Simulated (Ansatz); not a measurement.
# SnSe2 (P-3m1) in Ansatz: a series of runs

The runs below take SnSe2 through single point, band structure, with PBEsol.

Program: Ansatz 0.2.0. These are calculated values, not measurements. Logs are shortened: lines on timing, memory, paths and dates and some standing lists are left out, and cuts for length are marked.

## Step 1: The crystal as given

It takes space group P-3m1 (No. 164, trigonal). Conventional cell: a = 3.811 Å, b = 3.811 Å, c = 6.136 Å, α = 90.00°, β = 90.00°, γ = 120.00°. Around Sn (site symmetry -3m) lie 6 Se at 2.68 Å. Se (site symmetry 3m) has 3 Sn at 2.68 Å as nearest neighbours.

## Step 2: Single point, PBEsol, 24.18 Å³/atom (volume scaled by 0.94)

input.yaml reads:

```yaml
crystal:
  lattice:
    - [3.7332026603, 0.0, 0.0]
    - [-1.8666013302, 3.2330483413, 0.0]
    - [0.0, 0.0, 6.0107403631]
  atoms:
    - { symbol: Sn, position: [0.0, 0.0, 0.0] }
    - { symbol: Se, position: [0.6666666667, 0.3333333333, 0.751] }
    - { symbol: Se, position: [0.3333333333, 0.6666666667, 0.249] }
kpoints:
  mp_grid: { grid: [8, 8, 5] }
scf:
  occupations: { method: fermi_dirac, width: 0.05 }
hamiltonian:
  xc: pbesol
  pseudopotentials: { kind: all_electron, lapw: { basis_error: 0.001 } }
output:
  forces: true
  stress: true
  eigenvalues: true
```

Potentials or basis: all-electron LAPW, scalar-relativistic.

On the command line:

```console
$ ansatz run input.yaml --threads 2 --pin off --max-ram 8192MiB --backend cpu --events-out ev --progress --plain --runs-dir out
```

The program printed:

```text
Warning: RAYON_NUM_THREADS=2 ignored (pool sized by the plan → 2); use --threads N
LAPW: plane waves up to 8.492 Å⁻¹, error target 1.0e-3 eV per atom; small_component_spin mean_spin; Se in spheres of 1.262 Å, 24 of its electrons in bands, Dirac shells []; Sn in spheres of 1.362 Å, 22 of its electrons in bands, Dirac shells [] (how accurate: hamiltonian.pseudopotentials.lapw.basis_error, Limitations)
Engine: ansatz 0.2.0, aarch64-unknown-linux-gnu
Pseudopotentials: kind: all_electron
Pseudopotential: Sn, LAPW, valence charge 22, lapw/all_electron/scalar/gaussian/Sn, Koelling and Harmon's equation, gaussian nucleus
Pseudopotential: Se, LAPW, valence charge 24, lapw/all_electron/scalar/gaussian/Se, Koelling and Harmon's equation, gaussian nucleus
Functional definition: PBEsol
  exchange = pbesol_x
  correlation = pbesol_c
Crystal: 3 atoms, lattice volume = 72.547 Å³
Basis set: ecut = 274.7713781470994 eV, 725 PW (Γ), exchange–correlation at level 2
Bands: 42, of which v1, the nominal top of the filled ones, is band 35 counted from 1 (34 counted from 0)
Symmetry: 12 space group operations
Space group: P-3m1 (ITA 164), of the structure as read, at distance tolerance 4.2e-5 Å
k-points: 40 of 320
Non-local potential: Sn, projectors of the file, none
Non-local potential: Se, projectors of the file, none
Initial density: superposition of atomic densities (chi_scale 0.1, normalization cell, long waves kept (reshape's long-wave potential 0.14 eV rms))
Initial wavefunctions: plane waves of lowest kinetic energy (no species holds an atomic orbital)
Functional: x = pbesol(κ = 0.804, μ = 0.12345679012345678), c = pbesol(β = 0.046)
iter 1 solved again at ethr=1.08e-3 eV; its pass at ethr=1.00e-1 eV (dr2=7.55e-1 eV) is discarded
SCF iter   1: F=—  HF=-300177.776210 eV  |F-HF|=—  |Δ(HF+E_count)|=         —  Δρ=2.71e-2  dr2=7.55e-1  ethr=1.08e-3  ⟨swp⟩=2.0  Hψ=10761  notcnv=0
preconditioner: auto → Resta (q_TF=auto, 2.712 Å⁻¹)  ε∞=2.6  [insulator: Δε(μ)=1.182 eV  Ē_g=17.359 eV  σ=0.050 eV  W_gap=1.00  n_scr=22 (ndim 8)  ℏωp=22.2 eV  f_vac=0.129  D(μ)=0.00/eV (n_scr^D=0)  ε∞_Penn≈2.6]
SCF iter   2: F=—  HF=-300177.523450 eV  |F-HF|=—  |Δ(HF+E_count)|=   2.53e-1  Δρ=1.27e-2  dr2=1.41e-1  ethr=1.08e-3  ⟨swp⟩=2.0  Hψ=5162  notcnv=0
SCF iter   3: F=—  HF=-300177.495306 eV  |F-HF|=—  |Δ(HF+E_count)|=   2.81e-2  Δρ=5.38e-3  dr2=2.64e-2  ethr=2.01e-4  ⟨swp⟩=2.0  Hψ=5084  notcnv=0
iter 4 solved again at ethr=1.70e-6 eV; its pass at ethr=3.77e-5 eV (dr2=1.19e-3 eV) is discarded
SCF iter   4: F=—  HF=-300177.492684 eV  |F-HF|=—  |Δ(HF+E_count)|=         —  Δρ=1.12e-3  dr2=1.19e-3  ethr=1.70e-6  ⟨swp⟩=2.0  Hψ=8324  notcnv=0
the basis was enlarged: its passes take 227.2 KiB over the memory plan, 2 of 2 planned eigensolver slots
SCF iter   5: F=—  HF=-300177.492714 eV  |F-HF|=—  |Δ(HF+E_count)|=   2.95e-5  Δρ=2.79e-4  dr2=8.37e-5  ethr=1.70e-6  ⟨swp⟩=2.1  Hψ=4885  notcnv=0
SCF iter   6: F=—  HF=-300177.492730 eV  |F-HF|=—  |Δ(HF+E_count)|=   1.65e-5  Δρ=1.11e-4  dr2=8.83e-6  ethr=1.20e-7  ⟨swp⟩=3.0  Hψ=4938  notcnv=0
SCF iter   7: F=—  HF=-300177.492737 eV  |F-HF|=—  |Δ(HF+E_count)|=   7.22e-6  Δρ=4.81e-5  dr2=1.99e-6  ethr=1.26e-8  ⟨swp⟩=3.0  Hψ=5028  notcnv=0
SCF iter   8: F=—  HF=-300177.492741 eV  |F-HF|=—  |Δ(HF+E_count)|=   3.23e-6  Δρ=1.14e-5  dr2=1.40e-7  ethr=2.84e-9  ⟨swp⟩=3.0  Hψ=5140  notcnv=0
SCF iter   9: F=-300177.492741 eV  HF=-300177.492741 eV  |F-HF|=2.33e-9  |Δ(HF+E_count)|=   3.29e-7  Δρ=2.36e-6  dr2=6.12e-9  ethr=2.00e-10  ⟨swp⟩=3.0  Hψ=5193  notcnv=0
SCF 1 converged in 9 iterations: F = -300177.492741 eV  dr2 = 6.12e-9
SCF converged after 9 iterations
Free energy (F): -300177.492741 eV
Harris-Foulkes:  -300177.492741 eV  (|F-HF|=2.33e-9)
Internal energy: -300177.492723 eV  (E = F + TS)
E sigma→0 (E₀):  -300177.492732 eV
Entropy (-TS):   -0.000017 eV (-0.006 meV/atom)
Fermi energy:    10.861229 eV
--- Per-component energies (eV) ---
  E_band       = -3858.277497
  E_kinetic    = 311982.418174
  E_xc         = -9125.617297
  E_electrostatic = -603034.293601  (all electrons and nuclei)
  E_smearing   = -0.000017  (= −TS)
  E_closure    = 0.000000  (closes the sum)
  E_atoms      = -300164.731621  (free atoms, spherical and without spin; not in F)
  Σ components = -300177.492741   (vs F -300177.492741, Δ=0.00e0)
  Basis errors (estimates in eV, not in F): energy 4.3e-4 per atom: plane waves 4.0e-4 (2.3e-4 summed), levels above the bands 2.0e-75, relativity 3.4e-8, radial functions 3.4e-5, core shells 1.0e-7; eigenvalues (radial functions only) 9.2e-7; not estimated: angular momenta, meshes, grids; target (lapw.basis_error) 1.0e-3; muffin-tin radii Se 1.262 Å, Sn 1.362 Å
--- Forces (eV/Å), atoms counted from 1 ---
  atom   1  Sn     0.00000000    -0.00000000     0.00000000
  atom   2  Se    -0.00000000    -0.00000000    -1.27159592
  atom   3  Se     0.00000000     0.00000000     1.27159592
  max |Σ_I F_I| component: 4.63e-18 eV/Å
--- Stress (GPa, compression-positive) ---
        7.393947       0.000000       0.000000
        0.000000       7.393947       0.000000
        0.000000       0.000000       9.059205
  P = ⅓ Tr σ = 7.9490 GPa (79.490 kbar)
--- Band table (eV; the first three rows and the last of 40) ---
  k-point 0: bands = ["-196.3402", "-196.3402", "-136.0207", "-136.0207", "-136.0207", "-136.0207", "-135.9761", "-135.9761", "-118.5921", "-74.4396", "-74.4396", "-74.4343", "-36.4692", "-36.4692", "-36.4691", "-36.4691", "-36.4365", "-36.4365", "-36.4356", "-36.4356", "-36.4228", "-36.4225", "-10.8618", "-10.8618", "-10.8077", "-10.7881", "-10.7881", "-4.0831", "-2.0499", "4.1270", "9.6645", "9.6645", "10.0105", "10.0105", "10.4480", "11.7460", "13.3072", "15.1403", "15.1403", "18.5455", "19.4033", "19.4033"]
  k-point 1: bands = ["-196.3402", "-196.3402", "-136.0207", "-136.0207", "-136.0207", "-136.0207", "-135.9761", "-135.9761", "-118.5921", "-74.4396", "-74.4396", "-74.4343", "-36.4692", "-36.4692", "-36.4691", "-36.4691", "-36.4364", "-36.4364", "-36.4357", "-36.4357", "-36.4227", "-36.4225", "-10.8618", "-10.8618", "-10.8076", "-10.7881", "-10.7881", "-4.0263", "-2.1822", "4.4570", "9.5008", "9.6237", "9.6237", "10.0764", "10.0764", "12.4283", "13.3330", "15.0297", "15.0297", "18.7809", "19.1422", "19.1422"]
  k-point 2: bands = ["-196.3402", "-196.3402", "-136.0207", "-136.0207", "-136.0207", "-136.0207", "-135.9761", "-135.9761", "-118.5921", "-74.4396", "-74.4396", "-74.4343", "-36.4692", "-36.4692", "-36.4691", "-36.4691", "-36.4363", "-36.4363", "-36.4358", "-36.4358", "-36.4227", "-36.4226", "-10.8618", "-10.8618", "-10.8075", "-10.7881", "-10.7881", "-3.9186", "-2.4037", "5.1316", "8.3343", "9.5756", "9.5756", "10.1662", "10.1662", "13.0412", "13.3499", "14.8603", "14.8603", "18.7050", "18.8304", "18.8304"]
  k-point 39: bands = ["-196.3402", "-196.3402", "-136.0207", "-136.0207", "-136.0207", "-136.0207", "-135.9761", "-135.9761", "-118.5920", "-74.4400", "-74.4399", "-74.4342", "-36.4689", "-36.4688", "-36.4685", "-36.4685", "-36.4364", "-36.4362", "-36.4362", "-36.4359", "-36.4221", "-36.4221", "-10.9109", "-10.8731", "-10.7964", "-10.7751", "-10.7622", "-1.7779", "-1.5367", "2.6847", "5.6460", "6.0204", "6.7940", "9.6953", "10.0030", "12.9081", "15.2812", "15.5054", "16.8789", "17.7528", "18.7853", "20.1681"]
```

It took 17 s on 2 threads of Arm Neoverse V2, shared host; peak memory 0.46 GiB.

Results:

* Free energy: -300177.4927 eV
* Pressure: 7.9 GPa
* Largest force: 1.272 eV/Å
* Band gap on the k mesh: 0.81 eV, indirect (least direct gap 1.30 eV)

Caveat: spin-orbit coupling is left out, which moves the levels of the heavy elements; an odd mesh through Γ misses points on the zone boundary, where band edges often lie; this functional lacks dispersion, which binds the layers, so the pressure and a relaxed spacing across them are unreliable; forces of over 1 eV/Å show positions far from the minimum, so gaps and moduli don't describe the material at rest.

## Step 3: Single point, PBEsol, 24.70 Å³/atom (volume scaled by 0.96)

input.yaml: that of step 2 with these lines changed.

```diff
@@ -2,5 +2,5 @@
   lattice:
-    - [3.7332026603, 0.0, 0.0]
-    - [-1.8666013302, 3.2330483413, 0.0]
-    - [0.0, 0.0, 6.0107403631]
+    - [3.7594936861, 0.0, 0.0]
+    - [-1.8797468431, 3.2558170375, 0.0]
+    - [0.0, 0.0, 6.0530709152]
   atoms:
```

Potentials or basis: all-electron LAPW, scalar-relativistic.

On the command line:

```console
$ ansatz run input.yaml --threads 2 --pin off --max-ram 8192MiB --backend cpu --events-out ev --progress --plain --runs-dir out
```

It took 16 s on 2 threads of Arm Neoverse V2, shared host; peak memory 0.45 GiB.

It converged, with:

| Property | Result |
| --- | --- |
| Free energy | -300177.5594 eV |
| Pressure | 5.9 GPa |
| Largest force | 1.029 eV/Å |
| Band gap on the k mesh | 0.79 eV, indirect (least direct gap 1.19 eV) |

Caveat: spin-orbit coupling is left out, which moves the levels of the heavy elements; an odd mesh through Γ misses points on the zone boundary, where band edges often lie; this functional lacks dispersion, which binds the layers, so the pressure and a relaxed spacing across them are unreliable; forces of over 1 eV/Å show positions far from the minimum, so gaps and moduli don't describe the material at rest.

## Step 4: Single point, PBEsol, 25.21 Å³/atom (volume scaled by 0.98)

input.yaml: that of step 3 with these lines changed.

```diff
@@ -2,5 +2,5 @@
   lattice:
-    - [3.7594936861, 0.0, 0.0]
-    - [-1.8797468431, 3.2558170375, 0.0]
-    - [0.0, 0.0, 6.0530709152]
+    - [3.7854220481, 0.0, 0.0]
+    - [-1.8927110241, 3.2782716577, 0.0]
+    - [0.0, 0.0, 6.0948175511]
   atoms:
```

On the command line:

```console
$ ansatz run input.yaml --threads 2 --pin off --max-ram 8192MiB --backend cpu --events-out ev --progress --plain --runs-dir out
```

It took 16 s on 2 threads of Arm Neoverse V2, shared host; peak memory 0.45 GiB.

The run converged. Its results:

- Free energy: -300177.6076 eV
- Pressure: 4.1 GPa
- Largest force: 0.805 eV/Å
- Band gap on the k mesh: 0.77 eV, indirect (least direct gap 1.10 eV)

Caveat: spin-orbit coupling is left out, which moves the levels of the heavy elements; an odd mesh through Γ misses points on the zone boundary, where band edges often lie; this functional lacks dispersion, which binds the layers, so the pressure and a relaxed spacing across them are unreliable.

[end of part 1 of 2]
